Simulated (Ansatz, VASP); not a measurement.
**One calculation of B, two programs**

```
B
1.0
     0.00000    1.43292    1.43292
     1.43292    0.00000    1.43292
     1.43292    1.43292    0.00000
B
1
Direct
  0.00000 0.00000 0.00000
```

Alike in both runs: functional PBE; k mesh 24 × 24 × 24; occupations gaussian, width 0.1 eV; no spin polarisation.

Ansatz relaxed the structure, and its values are those at the end. VASP's run is a single point on that final structure, the one shown.

```csv
,VASP,Ansatz
version,VASP 6.6.1,Ansatz 0.2.0
potentials or method,"VASP PAW PBE potentials, release 64 (B)","scalar-relativistic, plane waves, PAW"
plane-wave cutoff (eV),520,420
valence electrons in the cell,3,3
```

```csv
,VASP,Ansatz,Ansatz less VASP
gap on the k mesh at the Fermi level (eV),none,none,-
pressure (GPa),0.1,0.1,-0.03
```

A gap of «none» marks a metal or a gap that the smearing closes. With one functional, cell and mesh, what is left measures potentials, basis and numerics.
